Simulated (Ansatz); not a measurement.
# Rhodium, diamond under m-r²SCAN: from relaxation to bulk modulus, part 1 of 2

Aim: take rhodium in the diamond structure, relax it, solve it on a dense k-mesh, then scale the cell to 7 volumes from 88 to 112 % of the relaxed one and try a fit of the equation of state. The start is ferromagnetic. The k-meshes are 10×10×10 for the relaxation; 16×16×16 for the dense run; 16×16×16 for the volumes.

This is Rh in the diamond structure; at room conditions it is fcc.

Program: Ansatz 0.2.0. Level of theory: DFT m-r2SCAN, plane waves (500 eV) with PAW, scalar-relativistic; PAW files made under PBE, frozen cores solved again for the functional; m-r²SCAN is r²SCAN on the gauge-invariant kinetic-energy density. These are calculated values, not measurements.

## (1) The starting structure

The structure is cubic, space group Fd-3m (No. 227). Conventional cell: a = 5.296 Å, b = 5.296 Å, c = 5.296 Å, α = 90.00°, β = 90.00°, γ = 90.00°. Rh (site symmetry -43m) has 4 Rh at 2.29 Å as nearest neighbours.

As a file:

```xyz
2
Lattice="0.0000 2.6479 2.6479 2.6479 0.0000 2.6479 2.6479 2.6479 0.0000" Properties=species:S:1:pos:R:3 pbc="T T T"
Rh    0.6620    0.6620    0.6620
Rh    4.6338    4.6338    4.6338
```

Starting moments (μB): +1 ×2.

## (2) Relaxation of the cell

input.yaml reads:

```yaml
crystal:
  lattice:
    - [0.0, 2.647863974, 2.647863974]
    - [2.647863974, 0.0, 2.647863974]
    - [2.647863974, 2.647863974, 0.0]
  atoms:
    - { symbol: Rh, position: [0.125, 0.125, 0.125], spin: 1.0 }
    - { symbol: Rh, position: [0.875, 0.875, 0.875], spin: 1.0 }
hamiltonian:
  xc: mr2scan
  pseudopotentials:
    kind: paw
    azcp:
      Rh: "pseudopotentials/Rh.paw.azcp"
basis:
  ecutwfc: 500
  fft_grid_basis: typed
kpoints:
  mp_grid: { grid: [10, 10, 10], shift: [0, 0, 0] }
magnetization:
  spin_polarized: true
scf:
  occupations: { method: fermi_dirac, width: 0.05 }
relax:
  max_steps: 60
  f_tol: 0.01
  cell: {}
```

What it wrote:

```text
Warning: RAYON_NUM_THREADS=2 ignored (pool sized by the plan → 2); use --threads N
Engine: ansatz 0.2.0, aarch64-unknown-linux-gnu
Pseudopotentials: kind: paw
Pseudopotential: Rh, paw, valence charge 17, recommended cutoff 500 eV (meta_gga), <dir>
Functional definition: m-r2SCAN
  exchange = m_r2scan_x
  correlation = m_r2scan_c
Crystal: 2 atoms, lattice volume = 37.129 Å³
Basis set: ecut = 500 eV, 941 PW (Γ), exchange–correlation on 120×120×120 points (64 copies of the dense FFT grid, shifted against one another)
Bands: 22, of which v1, the nominal top of the filled ones, is band 17 counted from 1 (16 counted from 0)
Symmetry: 48 space group operations
Space group: Fd-3m (ITA 227), of the structure as read, at distance tolerance 3.3e-5 Å
Magnetic group: BNS 227.128 (UNI 1630), of the structure as read, at distance tolerance 3.3e-5 Å
k-points: 47 of 1000
Non-local potential: Rh, projectors of the file, l = 0: 3, l = 1: 2, l = 2: 2, l = 3: 1
PAW form: soft (Blöchl's): semilocal exchange-correlation on the pseudo side does not see the compensation charge
PAW frozen core: Rh, regenerated for the run's functional (the file was generated under x = pbe(κ = 0.804, μ = 0.2195149727645171), c = pbe(β = 0.06672455060314922))
PAW one-centre angular grid: Rh, 590 points (default); XC on 160 Gauss nodes
Initial density: superposition of atomic densities (chi_scale 0.1, normalization cell)
Starting moments: Σ|m| = 2 μB on 2 of 2 sites
Initial wavefunctions: pseudopotential atomic-orbital guess
Functional: x = mr2scan, c = mr2scan; τ floored in thin density (d = 2e-4 eV/Å³)
SCF iter   1: F=—  HF=-12828.305591 eV  |F-HF|=—  |Δ(HF+E_count)|=         —  Δρ=5.04e-2 (↑5.04e-2 ↓2.82e-2)  dr2=1.52e0  dr2_τ=2.32e-2  dr2_m=1.45e-1  M=1.112 μB ∫|m|=1.112 μB  β_m=0.68  ethr=3.10e-3  ⟨swp⟩=6.1  Hψ=9276  notcnv=0
Mixer restart at iter 1: flushing history
preconditioner: auto → Kerker (q_TF=auto, 2.689 Å⁻¹)  [metal: Δε(μ)=0.021 eV  Ē_g=7.930 eV  σ=0.050 eV  W_gap=0.10  n_scr=14 (ndim 8)  ℏωp=25.9 eV  f_vac=0.000  D(μ)=2.29/eV (n_scr^D=14)]
spin=Collinear: Kerker preconditioning applied to the charge; magnetization (m = ρ↑ − ρ↓) channel mixes plain (no charge-response kernel on spin).
SCF iter   2: F=—  HF=-12827.926593 eV  |F-HF|=—  |Δ(HF+E_count)|=   3.79e-1  Δρ=2.82e-2 (↑2.82e-2 ↓1.92e-2)  dr2=5.51e-1  dr2_τ=8.75e-3  dr2_m=3.02e-2  M=0.983 μB ∫|m|=0.983 μB  β_m=1.00  ethr=3.10e-3  ⟨swp⟩=2.0  Hψ=3197  notcnv=0  defer=12  κ⁻¹=1.0e0(r=1)
SCF iter   3: F=—  HF=-12827.942853 eV  |F-HF|=—  |Δ(HF+E_count)|=   1.63e-2  Δρ=9.35e-3 (↑9.35e-3 ↓7.38e-3)  dr2=4.06e-2  dr2_τ=1.66e-3  dr2_m=2.40e-3  M=0.745 μB ∫|m|=0.746 μB  β_m=1.00  ethr=1.62e-3  ⟨swp⟩=2.2  Hψ=3377  notcnv=0  defer=12  κ⁻¹=5.3e-2(r=2)
SCF iter   4: F=—  HF=-12828.185113 eV  |F-HF|=—  |Δ(HF+E_count)|=         —  Δρ=2.00e-2 (↑1.99e-2 ↓2.00e-2)  dr2=1.56e-2  dr2_τ=1.19e-2  dr2_m=1.25e-1  M=0.058 μB ∫|m|=0.064 μB  β_m=0.33  ethr=1.20e-4  ⟨swp⟩=2.9  Hψ=4011  notcnv=0  defer=10
Mixer restart at iter 4: flushing history
SCF iter   5: F=—  HF=-12828.155795 eV  |F-HF|=—  |Δ(HF+E_count)|=   2.93e-2  Δρ=1.34e-2 (↑1.31e-2 ↓1.34e-2)  dr2=1.02e-2  dr2_τ=7.96e-4  dr2_m=5.39e-2  M=0.076 μB ∫|m|=0.077 μB  β_m=0.56  ethr=4.60e-5  ⟨swp⟩=1.0  Hψ=2068  notcnv=0  defer=10  κ⁻¹=1.0e0(r=1)
SCF iter   6: F=—  HF=-12828.140863 eV  |F-HF|=—  |Δ(HF+E_count)|=   1.49e-2  Δρ=4.79e-3 (↑4.59e-3 ↓4.79e-3)  dr2=3.33e-3  dr2_τ=3.54e-4  dr2_m=5.93e-3  M=0.003 μB ∫|m|=0.016 μB  β_m=1.00  ethr=3.01e-5  ⟨swp⟩=1.7  Hψ=2760  notcnv=0  defer=10  κ⁻¹=1.3e-1(r=2)
SCF iter   7: F=—  HF=-12828.137770 eV  |F-HF|=—  |Δ(HF+E_count)|=   3.09e-3  Δρ=1.07e-3 (↑1.07e-3 ↓8.67e-4)  dr2=8.96e-4  dr2_τ=1.61e-5  dr2_m=5.10e-5  M=-0.018 μB ∫|m|=0.019 μB  β_m=0.47  ethr=9.79e-6  ⟨swp⟩=2.1  Hψ=3280  notcnv=0  defer=10  κ⁻¹=2.2e-3(r=3)
SCF iter   8: F=—  HF=-12828.138239 eV  |F-HF|=—  |Δ(HF+E_count)|=   4.69e-4  Δρ=5.68e-4 (↑4.72e-4 ↓5.68e-4)  dr2=1.55e-4  dr2_τ=2.23e-6  dr2_m=4.45e-5  M=-0.009 μB ∫|m|=0.011 μB  β_m=0.42  ethr=2.64e-6  ⟨swp⟩=1.9  Hψ=2896  notcnv=0  defer=10  κ⁻¹=1.1e-4(r=4)
SCF iter   9: F=—  HF=-12828.138394 eV  |F-HF|=—  |Δ(HF+E_count)|=   1.55e-4  Δρ=2.36e-4 (↑2.36e-4 ↓2.17e-4)  dr2=2.97e-5  dr2_τ=8.02e-7  dr2_m=8.29e-6  M=-0.001 μB ∫|m|=0.006 μB  β_m=1.00  ethr=4.56e-7  ⟨swp⟩=2.4  Hψ=3625  notcnv=0  defer=10  κ⁻¹=6.7e-5(r=5)
SCF iter  10: F=—  HF=-12828.138442 eV  |F-HF|=—  |Δ(HF+E_count)|=   4.80e-5  Δρ=9.96e-5 (↑9.96e-5 ↓7.20e-5)  dr2=3.42e-6  dr2_τ=1.73e-7  dr2_m=1.46e-6  M=0.002 μB ∫|m|=0.002 μB  β_m=0.70  ethr=8.75e-8  ⟨swp⟩=2.0  Hψ=3236  notcnv=0  defer=10  κ⁻¹=4.3e-5(r=6)
SCF iter  11: F=—  HF=-12828.138447 eV  |F-HF|=—  |Δ(HF+E_count)|=   4.39e-6  Δρ=4.74e-5 (↑3.76e-5 ↓4.74e-5)  dr2=1.39e-6  dr2_τ=2.80e-8  dr2_m=8.81e-8  M=0.001 μB ∫|m|=0.001 μB  β_m=0.30  ethr=1.01e-8  ⟨swp⟩=2.0  Hψ=3495  notcnv=0  defer=10  κ⁻¹=3.6e-6(r=7)
SCF iter  12: F=—  HF=-12828.138449 eV  |F-HF|=—  |Δ(HF+E_count)|=   2.16e-6  Δρ=2.27e-5 (↑2.00e-5 ↓2.27e-5)  dr2=2.44e-7  dr2_τ=6.17e-9  dr2_m=5.78e-8  M=-0.000 μB ∫|m|=0.001 μB  β_m=1.00  ethr=4.09e-9  ⟨swp⟩=2.0  Hψ=3605  notcnv=0  defer=10  κ⁻¹=6.1e-7(r=8)
SCF iter  13: F=—  HF=-12828.138449 eV  |F-HF|=—  |Δ(HF+E_count)|=   5.70e-7  Δρ=8.01e-6 (↑5.76e-6 ↓8.01e-6)  dr2=1.61e-8  dr2_τ=1.06e-9  dr2_m=7.49e-9  M=-0.000 μB ∫|m|=0.000 μB  β_m=1.00  ethr=7.18e-10  ⟨swp⟩=2.0  Hψ=2907  notcnv=0  defer=10  κ⁻¹=2.5e-7(r=8)
SCF iter  14: F=—  HF=-12828.138449 eV  |F-HF|=—  |Δ(HF+E_count)|=   2.38e-8  Δρ=4.06e-6 (↑4.06e-6 ↓4.03e-6)  dr2=6.50e-9  dr2_τ=3.44e-10  dr2_m=8.66e-10  M=-0.000 μB ∫|m|=0.000 μB  β_m=0.99  ethr=4.73e-11  ⟨swp⟩=2.1  Hψ=3251  notcnv=0  defer=10  κ⁻¹=4.5e-7(r=8)
SCF iter  15: F=—  HF=-12828.138449 eV  |F-HF|=—  |Δ(HF+E_count)|=   1.49e-8  Δρ=2.42e-6 (↑2.42e-6 ↓2.39e-6)  dr2=1.69e-9  dr2_τ=1.60e-10  dr2_m=7.28e-10  M=-0.000 μB ∫|m|=0.000 μB  β_m=0.58  ethr=1.91e-11  ⟨swp⟩=2.0  Hψ=3610  notcnv=0  defer=10  κ⁻¹=1.3e-6(r=8)
SCF iter  16: F=—  HF=-12828.138449 eV  |F-HF|=—  |Δ(HF+E_count)|=   9.85e-9  Δρ=9.74e-7 (↑8.49e-7 ↓9.74e-7)  dr2=1.12e-10  dr2_τ=2.62e-11  dr2_m=1.76e-10  M=0.000 μB ∫|m|=0.000 μB  β_m=1.00  ethr=4.97e-12  ⟨swp⟩=2.0  Hψ=3686  notcnv=0  defer=10  κ⁻¹=2.5e-7(r=8)
SCF iter  17: F=—  HF=-12828.138449 eV  |F-HF|=—  |Δ(HF+E_count)|=  6.44e-10  Δρ=1.06e-6 (↑5.83e-7 ↓1.06e-6)  dr2=2.18e-10  dr2_τ=1.99e-11  dr2_m=1.81e-10  M=0.000 μB ∫|m|=0.000 μB  β_m=1.00  ethr=1.00e-12  ⟨swp⟩=1.0  Hψ=6089  notcnv=0  κ⁻¹=4.4e-7(r=8)
SCF iter  18: F=-12828.138449 eV  HF=-12828.138449 eV  |F-HF|=3.82e-11  |Δ(HF+E_count)|=  5.35e-10  Δρ=4.16e-7 (↑2.07e-7 ↓4.16e-7)  dr2=5.88e-11  dr2_τ=2.69e-12  dr2_m=2.09e-11  M=0.000 μB ∫|m|=0.000 μB  ethr=1.00e-12  ⟨swp⟩=2.0  Hψ=4042  notcnv=0
WARN: the starting moments were not kept: the SCF closed with an absolute magnetisation of 6.0e-6 μB, where they sum to 2 μB in size (2 sites). That is at most 0.1 of that sum. Measured as dr2_m measures the in/out step, that magnetisation stands 1.0e-11 eV from none, at or under the dr2_threshold of 1.0e-7 eV: it is no larger than a step whose dr2_m would equal this threshold. The system may hold no moment; this SCF shows only that its start led to no more than that. To try another start: raise the starting moments (crystal.atoms[].spin, magnetization.per_species, magnetization.initial_magnetization, or on a non-collinear deck that types none of these the spinor_matrix: blocks that start its atoms; where the total moment is fixed, keep their sum and leave initial_magnetization as it is; typed ones take the place of any that the run laid by itself, positive ones on a crystal's lanthanoids without a Hubbard term where scf.initial_density.shell_occupations: [] is typed) or, if the notice of its spin-set hold's release reads "site moments contracting" or "site moments show no strong build", lengthen the hold (scf.mixing.spin_hold: { on: { confirm: 4 } }; for m-r²SCAN on two components see the key's manual first). Each may lead to a state that holds a moment. A second SCF, from the converged charge density, with the starting moments and any scf.initial_density.shell_occupations laid on it anew, would have followed, and was not run: the deck does not ask for one (magnetization.retry_lost_moments is false, the default). To let it run, set magnetization.retry_lost_moments: true and run the deck again, where that key's refused combinations let it; where memory then withholds it, that run's warning says so.
SCF 1 converged in 18 iterations: F = -12828.138449 eV  dr2 = 5.88e-11
relax step   1: F+E_penalty+E_count = -12828.13844946 eV  Δ(F+E_penalty+E_count) = +0.000e0 eV  max|allowed force component| = 6.939e-18 eV/Å  Δτ_max = 0.0000 Å  P = +16.833 GPa  Ω = 37.129 Å³  (18 SCF iters, dr2 threshold 1.00e-7 eV, accepted)
[... 30 lines left out ...]
relax step   2: F+E_penalty+E_count = -12828.30663129 eV  Δ(F+E_penalty+E_count) = -1.682e-1 eV  max|allowed force component| = 7.373e-18 eV/Å  Δτ_max = 0.0000 Å  P = -2.157 GPa  Ω = 41.382 Å³  energy of the carried Pulay correction = -8.580e-4 eV  (19 SCF iters, dr2 threshold 2.00e-7 eV, accepted)
[... 24 lines left out ...]
relax step   3: F+E_penalty+E_count = -12828.31096442 eV  Δ(F+E_penalty+E_count) = -4.333e-3 eV  max|allowed force component| = 6.939e-18 eV/Å  Δτ_max = 0.0000 Å  P = -0.372 GPa  Ω = 40.850 Å³  energy of the carried Pulay correction = -7.559e-4 eV  (17 SCF iters, dr2 threshold 2.00e-7 eV, accepted)
[... 17 lines left out ...]
relax step   4: F+E_penalty+E_count = -12828.31110834 eV  Δ(F+E_penalty+E_count) = -1.439e-4 eV  max|allowed force component| = 1.446e-17 eV/Å  Δτ_max = 0.0000 Å  P = +0.002 GPa  Ω = 40.744 Å³  energy of the carried Pulay correction = -7.353e-4 eV  (12 SCF iters, dr2 threshold 2.00e-7 eV, accepted)
[... 17 lines left out ...]
relax step   5: F+E_penalty+E_count = -12828.31205086 eV  Δ(F+E_penalty+E_count) = -9.425e-4 eV  max|allowed force component| = 1.793e-17 eV/Å  Δτ_max = 0.0000 Å  P = +0.020 GPa  Ω = 40.744 Å³  stress off target by 1.97e-2 GPa  SCF on the basis re-selected at this cell (its energy is not comparable with the rows above)  (12 SCF iters)
basis re-selected at this cell: Δ(F+E_penalty+E_count) = -9.425e-4 eV, ΔP = +0.018 GPa vs the last step (what re-selecting the basis moved, of the pressure what is left beyond the Pulay correction that the steps carried, after the strain that the cell walked since its last selection, with what the two solves' SCF thresholds leave and, on support functions, any second-order correction that the steps lacked; it is no measure of the basis error at this ecutwfc). This SCF's stress stands 1.97e-2 GPa from its target on what of the cell is left free (relax.cell.stress_tol is 5.00e-2 GPa) and its largest allowed force component is 1.79e-17 eV/Å (relax.f_tol is 1.00e-2 eV/Å): within both
SCF converged after 12 iterations
Stability not checked: this state was not tested for a lower state beside it, because the mixer in use, unlike msr1, does not test its closes by its own steps (another_mixer; see scf.mixing.algorithm and scf.lower_state_search)
Magnetization: -0.0000 μB (17.0000 up, 17.0000 down)
Absolute magnetization: 0.0000 μB (∫|ρ↑−ρ↓|, with the PAW one-centre terms)
Spin contamination: 0.0000 ħ² per cell (⟨S²⟩ above its minimum at these occupations)
Per-site moments (μB) at R_I (Å): [(3.4841726629402237e-9, 0.9756607738332056), (3.4841727208552974e-9, 0.9756607738332056)]
Free energy (F): -12828.312051 eV
Harris-Foulkes:  -12828.312051 eV  (|F-HF|=0.00e0)
Internal energy: -12828.285502 eV  (E = F + TS)
E sigma→0 (E₀):  -12828.298776 eV
Entropy (-TS):   -0.026549 eV (-13.274 meV/atom)
Fermi energy:    13.710275 eV
--- Per-component energies (eV) ---
  E_band       = -497.598834
  E_kinetic    = 1144.039704
  E_local      = -4661.443319  (includes V_loc(G=0)·N_el)
  E_nonlocal   = 715.481106
  E_hartree    = 1718.918448
  E_xc         = -430.364158
  E_vxc        = -623.610715  (∫ρ·V_xc dr)
  E_paw        = -7210.190525  (= ΣΔE_a)
  E_vpaw       = -552.315025  (= ΣTr[D̂ρ^β])
  E_aug_tail   = 0.001146  (compensation charges beyond the density's cutoff)
  E_vtau       = 42.411431  (kinetic-family band-sum trace: ∫τ·v_τ [+ j·A + Jᵃ·Aᵃ] dr)
  E_ewald      = -4103.987985
  E_core_change = -0.739919  (= ΣΔE_core)
  E_smearing   = -0.026549  (= −TS)
  E_closure    = -0.000000  (closes the sum)
  Σ components = -12828.312051   (vs F -12828.312051, Δ=0.00e0)
--- Forces (eV/Å), atoms counted from 1 ---
  atom   1  Rh    -0.00000000     0.00000000    -0.00000000
  atom   2  Rh     0.00000000     0.00000000     0.00000000
  max |Σ_I F_I| component: 1.33e-17 eV/Å
--- Stress (GPa, compression-positive) ---
        0.019686      -0.000000      -0.000000
       -0.000000       0.019686      -0.000000
       -0.000000      -0.000000       0.019686
  P = ⅓ Tr σ = 0.0197 GPa (0.197 kbar)
--- Relaxed structure (4 steps of the walk, 4 accepted, 1 SCFs on fresh bases) ---
  F+E_penalty+E_count = -12828.31205086 eV   max|allowed force component| = 1.793e-17 eV/Å   (the final SCF, on the basis selected at the relaxed cell)
  cell:  # Å, volume = 40.7439 Å³
    - [6.528445417684106e-33, 2.7311418686562905, 2.731141868656291]
    - [2.731141868656291, -9.10160829429638e-33, 2.731141868656291]
    - [2.731141868656291, 2.7311418686562905, -6.458384051695159e-33]
  atoms:
    - { symbol: Rh, position: [0.12499999999999997, 0.12500000000000003, 0.12499999999999997] }
    - { symbol: Rh, position: [0.8749999999999998, 0.8750000000000002, 0.8749999999999998] }
```

Wall time 39 s (2 threads of an Arm CPU, shared host); peak memory 0.48 GiB.

The steps of the relaxation:

```csv
step,energy change (meV/atom),largest force (eV/Å),pressure (GPa),volume (Å³/atom)
1,0.00,0.0000,16.83,18.565
2,-84.09,0.0000,-2.16,20.691
3,-86.26,0.0000,-0.37,20.425
4,-86.33,0.0000,0.00,20.372
5,-86.80,0.0000,0.02,20.372
```

Steps that repeat a cell are solved on a basis chosen anew, so their changes of energy are no gain of the relaxation.

The cell of the run, before and after:

|  | before | after | change |
| --- | --- | --- | --- |
| a (Å) | 3.745 | 3.862 | +3.1 % |
| b (Å) | 3.745 | 3.862 | +3.1 % |
| c (Å) | 3.745 | 3.862 | +3.1 % |
| volume (Å³/atom) | 18.565 | 20.372 | +9.7 % |
| shortest distance (Å) | 2.293 | 2.365 | +3.1 % |
| space group (spins left aside) | Fd-3m | Fd-3m | same |

## (3) Single point on a dense mesh

input.yaml reads:

```yaml
crystal:
  lattice:
    - [0.0, 2.7311418687, 2.7311418687]
    - [2.7311418687, 0.0, 2.7311418687]
    - [2.7311418687, 2.7311418687, 0.0]
  atoms:
    - { symbol: Rh, position: [0.125, 0.125, 0.125], spin: 1.0 }
    - { symbol: Rh, position: [0.875, 0.875, 0.875], spin: 1.0 }
hamiltonian:
  xc: mr2scan
  pseudopotentials:
    kind: paw
    azcp:
      Rh: "pseudopotentials/Rh.paw.azcp"
basis:
  ecutwfc: 500
  fft_grid_basis: typed
kpoints:
  mp_grid: { grid: [16, 16, 16], shift: [0, 0, 0] }
magnetization:
  spin_polarized: true
scf:
  occupations: { method: fermi_dirac, width: 0.05 }
```

What it wrote, cut to the lines that bear on the results:

```text
Warning: RAYON_NUM_THREADS=2 ignored (pool sized by the plan → 2); use --threads N
[...]
[... 3 set-up lines as earlier in the session ...]
[...]
Crystal: 2 atoms, lattice volume = 40.744 Å³
Basis set: ecut = 500 eV, 1037 PW (Γ), exchange–correlation on 120×120×120 points (64 copies of the dense FFT grid, shifted against one another)
Bands: 22, of which v1, the nominal top of the filled ones, is band 17 counted from 1 (16 counted from 0)
[... 1 set-up line as earlier in the session ...]
Space group: Fd-3m (ITA 227), of the structure as read, at distance tolerance 3.4e-5 Å
Magnetic group: BNS 227.128 (UNI 1630), of the structure as read, at distance tolerance 3.4e-5 Å
k-points: 145 of 4096
[...]
Starting moments: Σ|m| = 2 μB on 2 of 2 sites
[...]
SCF iter  18: F=-12828.312592 eV  HF=-12828.312592 eV  |F-HF|=2.26e-10  |Δ(HF+E_count)|=   4.48e-9  Δρ=8.41e-7 (↑7.01e-7 ↓8.41e-7)  dr2=9.48e-10  dr2_τ=1.47e-11  dr2_m=2.07e-11  M=0.000 μB ∫|m|=0.000 μB  ethr=1.83e-12  ⟨swp⟩=1.0  Hψ=18962  notcnv=0
[...]
WARN: the starting moments were not kept: the SCF closed with an absolute magnetisation of 1.1e-5 μB, where they sum to 2 μB in size (2 sites). That is at most 0.1 of that sum. Measured as dr2_m measures the in/out step, that magnetisation stands 1.2e-11 eV from none, at or under the [...]
this state was not tested for a lower state beside it, because the mixer in use, unlike msr1, does not test its closes by its own steps (another_mixer; see scf.mixing.algorithm and scf.lower_state_search)
SCF converged after 18 iterations
Magnetization: 0.0000 μB (17.0000 up, 17.0000 down)
Absolute magnetization: 0.0000 μB (∫|ρ↑−ρ↓|, with the PAW one-centre terms)
Spin contamination: 0.0000 ħ² per cell (⟨S²⟩ above its minimum at these occupations)
Per-site moments (μB) at R_I (Å): [(2.4049352548918065e-6, 0.9756607738488203), (2.4049352549768825e-6, 0.9756607738488203)]
Free energy (F): -12828.312592 eV
[...]
E sigma→0 (E₀):  -12828.299928 eV
Entropy (-TS):   -0.025329 eV (-12.664 meV/atom)
Fermi energy:    13.686880 eV
[...]
```

It took 25 s on 2 threads of an Arm CPU, shared host; peak memory 0.56 GiB.

## (4) At 88 % of the relaxed volume

Changes to input.yaml since step 3:

```diff
@@ -2,5 +2,5 @@
   lattice:
-    - [0.0, 2.7311418687, 2.7311418687]
-    - [2.7311418687, 0.0, 2.7311418687]
-    - [2.7311418687, 2.7311418687, 0.0]
+    - [0.0, 2.6172094764, 2.6172094764]
+    - [2.6172094764, 0.0, 2.6172094764]
+    - [2.6172094764, 2.6172094764, 0.0]
   atoms:
@@ -23 +23,3 @@
   occupations: { method: fermi_dirac, width: 0.05 }
+output:
+  stress: true
```

What it wrote, cut to the lines that bear on the results:

```text
Warning: RAYON_NUM_THREADS=2 ignored (pool sized by the plan → 2); use --threads N
[...]
[... 3 set-up lines as earlier in the session ...]
[...]
Crystal: 2 atoms, lattice volume = 35.855 Å³
Basis set: ecut = 500 eV, 941 PW (Γ), exchange–correlation on 108×108×108 points (64 copies of the dense FFT grid, shifted against one another)
Bands: 22, of which v1, the nominal top of the filled ones, is band 17 counted from 1 (16 counted from 0)
[... 2 set-up lines as earlier in the session ...]
Magnetic group: BNS 227.128 (UNI 1630), of the structure as read, at distance tolerance 3.3e-5 Å
k-points: 145 of 4096
[...]
Starting moments: Σ|m| = 2 μB on 2 of 2 sites
[...]
WARN: the starting moments were not kept: the SCF closed with an absolute magnetisation of 2.1e-6 μB, where they sum to 2 μB in size (2 sites). That is at most 0.1 of that sum. Measured as dr2_m measures the in/out step, that magnetisation stands 6.0e-13 eV from none, at or under the [...]
this state was not tested for a lower state beside it, because the mixer in use, unlike msr1, does not test its closes by its own steps (another_mixer; see scf.mixing.algorithm and scf.lower_state_search)
SCF converged after 16 iterations
Magnetization: 0.0000 μB (17.0000 up, 17.0000 down)
Absolute magnetization: 0.0000 μB (∫|ρ↑−ρ↓|, with the PAW one-centre terms)
Spin contamination: 0.0000 ħ² per cell (⟨S²⟩ above its minimum at these occupations)
Per-site moments (μB) at R_I (Å): [(4.6076989831197273e-7, 0.9349600811049547), (4.607698981706009e-7, 0.9349600811049547)]
Free energy (F): -12827.977710 eV
[...]
E sigma→0 (E₀):  -12827.967933 eV
Entropy (-TS):   -0.019554 eV (-9.777 meV/atom)
Fermi energy:    16.427031 eV
[...]
--- Stress (GPa, compression-positive) ---
       25.186920       0.000000       0.000000
        0.000000      25.186920      -0.000000
        0.000000      -0.000000      25.186920
  P = ⅓ Tr σ = 25.1869 GPa (251.869 kbar)
```

Run time: 22 s. Hardware: 2 threads of an Arm CPU, shared host; peak memory 0.54 GiB.

(Continued in part 2 of 2.)
